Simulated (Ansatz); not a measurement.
# HgTe: restoring forces

HgTe is deformed so: atom 2 (Te) moved by (0.000, 0.000, 0.120) Å. What stress and forces result, by LAPW, PAW and all-electron datasets made for the crystal?

Computed with Ansatz 0.2.0 (DFT PBE, scalar-relativistic, unless a step's input says otherwise).

### Step 1. The starting structure

It takes space group Fm-3m (No. 225, cubic). Conventional cell: a = 5.843 Å, b = 5.843 Å, c = 5.843 Å, α = 90.00°, β = 90.00°, γ = 90.00°. Around Hg (site symmetry m-3m) lie 6 Te at 2.92 Å. Te (site symmetry m-3m) is surrounded by 6 Hg at 2.92 Å.

As a file:

```cif
data_structure
_symmetry_space_group_name_H-M 'P 1'
_symmetry_Int_Tables_number 1
_cell_length_a 4.1316
_cell_length_b 4.1316
_cell_length_c 4.1316
_cell_angle_alpha 60.000
_cell_angle_beta 60.000
_cell_angle_gamma 60.000
_cell_volume 49.87
loop_
_atom_site_label
_atom_site_type_symbol
_atom_site_fract_x
_atom_site_fract_y
_atom_site_fract_z
_atom_site_occupancy
Hg1 Hg 0.00000 0.00000 0.00000 1
Te1 Te 0.50000 0.50000 0.50000 1
```

Atoms are numbered in the order of the input: Hg1, Te2.

### Step 2. The deformed structure

Space group Fm-3m before, I4mm after.

### Step 3. All-electron LAPW

input.yaml reads:

```yaml
crystal:
  lattice:
    - [0.0, 2.9215, 2.9215]
    - [2.9215, 0.0, 2.9215]
    - [2.9215, 2.9215, 0.0]
  atoms:
    - { symbol: Hg, position: [0.0, 0.0, 0.0] }
    - { symbol: Te, position: [0.5205373952, 0.5205373952, 0.4794626048] }
kpoints:
  mp_grid: { grid: [12, 12, 12] }
scf:
  occupations: { method: fermi_dirac, width: 0.08 }
hamiltonian:
  xc: pbe
  pseudopotentials: { kind: all_electron, lapw: { basis_error: 0.001 } }
output:
  forces: true
  stress: true
  eigenvalues: true
```

Command:

```sh
ansatz run input.yaml --threads 1 --pin off --max-ram 2048MiB --backend cpu --events-out ev --progress --plain --runs-dir out
```

Log (excerpt; [...] marks lines left out):

```text
LAPW: plane waves up to 8.227 Å⁻¹, error target 1.0e-3 eV per atom; small_component_spin mean_spin; Te in spheres of 1.381 Å, 24 of its electrons in bands, Dirac shells []; Hg in spheres of 1.420 Å, 44 of its electrons in bands, Dirac shells []
[...]
Pseudopotentials: kind: all_electron
Pseudopotential: Hg, LAPW, valence charge 44, Koelling and Harmon's equation, gaussian nucleus
Pseudopotential: Te, LAPW, valence charge 24, Koelling and Harmon's equation, gaussian nucleus
Functional definition: PBE
[...]
Crystal: 2 atoms, lattice volume = 49.871 Å³
Basis set: ecut = 257.8734603290817 eV, 459 PW (Γ), exchange–correlation at level 2
Bands: 41, of which v1, the nominal top of the filled ones, is band 34 counted from 1 (33 counted from 0)
Symmetry: 8 space group operations
Space group: I4mm (ITA 107), of the structure as read, at distance tolerance 3.7e-5 Å
k-points: 163 of 1728 (time reversal used)
[...]
SCF iter   1: F=—  HF=-718714.231150 eV  |F-HF|=—  |Δ(HF+E_count)|=         —  Δρ=2.02e-2  dr2=3.77e-1  ethr=5.54e-4  ⟨swp⟩=2.5  Hψ=41520  notcnv=0
[...]
SCF iter   8: F=-718714.009556 eV  HF=-718714.009556 eV  |F-HF|=1.86e-9  |Δ(HF+E_count)|=   1.73e-8  Δρ=1.93e-6  dr2=1.30e-9  ethr=8.62e-11  ⟨swp⟩=3.0  Hψ=20024  notcnv=0
[...]
SCF converged after 8 iterations
Free energy (F): -718714.009556 eV
[...]
E sigma→0 (E₀):  -718713.998099 eV
Entropy (-TS):   -0.022914 eV (-11.457 meV/atom)
Fermi energy:    16.413556 eV
[...]
--- Forces (eV/Å), atoms counted from 1 ---
  atom   1  Hg    -0.00000000     0.00000000     0.51023323
  atom   2  Te     0.00000000     0.00000000    -0.51023218
[...]
--- Stress (GPa, compression-positive) ---
       10.356537       0.000000       0.000000
        0.000000      10.356537       0.000000
        0.000000       0.000000      11.891967
  P = ⅓ Tr σ = 10.8683 GPa (108.683 kbar)
--- Band table (eV; the first three rows and the last of 163) ---
[...]
```

Wall time 2 min (1 thread of Arm Neoverse V2, shared host); peak memory 0.66 GiB.

Read from it: pressure 10.87 GPa; no gap; largest force 0.510 eV/Å.

### Step 4. PAW with frozen cores

Changes to input.yaml since step 3:

```diff
@@ -14,3 +14,3 @@
   xc: pbe
-  pseudopotentials: { kind: all_electron, lapw: { basis_error: 0.001 } }
+  pseudopotentials: { kind: paw }
 output:
@@ -19 +19,2 @@
   eigenvalues: true
+  efg: { contact_densities: true }
```

Command:

```sh
ansatz run input.yaml --threads 1 --pin off --max-ram 2048MiB --backend cpu --events-out ev --progress --plain --runs-dir out
```

Log (excerpt; [...] marks lines left out):

```text
Te, Hg: output.efg is read without spin–orbit coupling, which moves field gradients at and beside such atoms by some per cent and up to a factor of two; PAW files take it under magnetization.noncollinear and magnetization.spin_orbit
[...]
Pseudopotentials: kind: paw
Pseudopotential: Hg, paw, valence charge 20, recommended cutoff 420 eV (normal)
Pseudopotential: Te, paw, valence charge 16, recommended cutoff 420 eV (normal)
[... 1 set-up line as earlier in the session ...]
[...]
Crystal: 2 atoms, lattice volume = 49.871 Å³
Basis set: ecut = 420 eV, 941 PW (Γ), exchange–correlation on 60×60×60 points (8 copies of the dense FFT grid, shifted against one another)
Bands: 22, of which v1, the nominal top of the filled ones, is band 18 counted from 1 (17 counted from 0)
[... 2 set-up lines as earlier in the session ...]
[...]
Free energy (F): -20793.200889 eV
[...]
E sigma→0 (E₀):  -20793.189431 eV
Entropy (-TS):   -0.022916 eV (-11.458 meV/atom)
Fermi energy:    13.566543 eV
[...]
--- Forces (eV/Å), atoms counted from 1 ---
  atom   1  Hg    -0.00000000     0.00000000     0.51040582
  atom   2  Te    -0.00000000     0.00000000    -0.51039879
[...]
--- Stress (GPa, compression-positive) ---
       10.358233       0.000000       0.000000
        0.000000      10.358233       0.000000
        0.000000       0.000000      11.890412
  P = ⅓ Tr σ = 10.8690 GPa (108.690 kbar)
--- PAW observables at the nuclei: V_zz in 10²¹ V/m², potentials from the cell's mean, atoms counted from 1 ---
  atom   1  Hg V_zz =    -1.509518   η = 0.0000   by run symmetry: allowed
            electrostatic potential = -16794.014284 V   contact ρ = 14129380.498670 e/Å³
  atom   2  Te V_zz =    -0.027457   η = 0.0000   by run symmetry: allowed
            electrostatic potential = -8653.193530 V   contact ρ = 1468755.106121 e/Å³
--- Band table (eV; the first three rows and the last of 163) ---
[... band rows left out ...]
[...]
```

It took 15 s on 1 thread of Arm Neoverse V2, shared host; peak memory 0.5 GiB.

Result: pressure 10.87 GPa; no gap; largest force 0.510 eV/Å; Vzz Hg1 -1.51 (η = 0.00), Te2 -0.03 (η = 0.00) (10²¹ V/m²).

### Step 5. All-electron PAW on datasets made for the crystal

Changes to input.yaml since step 4:

```diff
@@ -14,3 +14,3 @@
   xc: pbe
-  pseudopotentials: { kind: paw }
+  pseudopotentials: { kind: all_electron, datasets: crystal }
 output:
```

Command:

```sh
ansatz run input.yaml --threads 1 --pin off --max-ram 2048MiB --backend cpu --events-out ev --progress --plain --runs-dir out
```

Log (excerpt; [...] marks lines left out):

```text
[...]
Te, Hg: output.efg is read without spin–orbit coupling, which moves field gradients at and beside such atoms by some per cent and up to a factor of two; PAW files take it under magnetization.noncollinear and magnetization.spin_orbit
[...]
[... 1 set-up line as earlier in the session ...]
Pseudopotential: Hg, paw, valence charge 20, recommended cutoff 260 eV (normal), Koelling and Harmon's equation, gaussian nucleus
Pseudopotential: Te, paw, valence charge 16, recommended cutoff 260 eV (normal), Koelling and Harmon's equation, gaussian nucleus
[... 1 set-up line as earlier in the session ...]
[...]
Crystal: 2 atoms, lattice volume = 49.871 Å³
Basis set: ecut = 260 eV, 531 PW (Γ), exchange–correlation on 48×48×48 points (8 copies of the dense FFT grid, shifted against one another)
Bands: 13, of which v1, the nominal top of the filled ones, is band 9 counted from 1 (8 counted from 0)
[... 1 set-up line as earlier in the session ...]
[...]
  atom   1  Hg    -0.00000000     0.00000000     0.51049932
  atom   2  Te     0.00000000     0.00000000    -0.51047757
[...]
--- Stress (GPa, compression-positive) ---
       10.356108       0.000000       0.000000
        0.000000      10.356108       0.000000
        0.000000       0.000000      11.892088
  P = ⅓ Tr σ = 10.8681 GPa (108.681 kbar)
  It holds what live shells' own plane waves past their cutoff add
--- PAW observables at the nuclei: V_zz in 10²¹ V/m², potentials from the cell's mean, atoms counted from 1 ---
  atom   1  Hg V_zz =    -1.484230   η = 0.0000   by run symmetry: allowed
            electrostatic potential = -16793.918805 V   contact ρ = 14120659.440580 e/Å³
  atom   2  Te V_zz =    -0.041271   η = 0.0000   by run symmetry: allowed
            electrostatic potential = -8653.151660 V   contact ρ = 1468596.363054 e/Å³
--- Band table (eV; the first three rows and the last of 163) ---
  k-point 0: bands = ["3.3901", "9.1368", "9.1803", "9.2197", "9.2197", "9.2392", "15.5192", "15.5283", "15.5283", "16.1076", "23.9912"]
[...]
```

Run time: 21 s. Hardware: 1 thread of Arm Neoverse V2, shared host; peak memory 0.72 GiB.

Read from it: pressure 10.87 GPa; no gap; largest force 0.510 eV/Å; Vzz Hg1 -1.48 (η = 0.00), Te2 -0.04 (η = 0.00) (10²¹ V/m²).

### Step 6. Stress and forces compared

Stress (GPa, compression positive):

```tsv
method	xx	yy	zz	yz	xz	xy
LAPW	10.36	10.36	11.89	0.00	0.00	0.00
PAW	10.36	10.36	11.89	0.00	0.00	0.00
crystal datasets	10.36	10.36	11.89	0.00	0.00	0.00
```

Forces (eV/Å):

```tsv
atom	LAPW x	LAPW y	LAPW z	PAW x	PAW y	PAW z	crystal datasets x	crystal datasets y	crystal datasets z
Hg1	0.000	0.000	0.510	0.000	0.000	0.510	0.000	0.000	0.510
Te2	0.000	0.000	-0.510	0.000	0.000	-0.510	0.000	0.000	-0.510
```

| method | pressure (GPa) | largest force (eV/Å) | Vzz Hg1 (10²¹ V/m²) | Vzz Te2 (10²¹ V/m²) | SCF cycles, by the record's count | time |
| --- | --- | --- | --- | --- | --- | --- |
| LAPW | 10.87 | 0.510 | – | – | 8 | 2 min |
| PAW | 10.87 | 0.510 | -1.51 | -0.03 | 6 | 15 s |
| crystal datasets | 10.87 | 0.510 | -1.48 | -0.04 | 8 | 21 s |

### Step 7. What came out

```
                                 quantity                                              value
                                 pressure  LAPW 10.87, PAW 10.87, crystal datasets 10.87 GPa
largest shear or deviatoric stress (LAPW)                                           1.02 GPa
              force on Te2 along the move                                        -0.510 eV/Å
```

What this shows: The force on Te2 points against the move, a stiffness of 4.25 eV/Å² with all periodic images moving together. No run of the undeformed cell stands beside it, so pressure and stress hold what the given cell had before the change, as far as its symmetry allows. PAW: stress within 0.01 GPa of LAPW, forces within 1 meV/Å. Crystal datasets: stress within 0.01 GPa of LAPW, forces within 1 meV/Å. Spin-orbit coupling is left out, though the cell holds Hg; in elements this heavy it can shift bands and gaps by tenths of an eV.
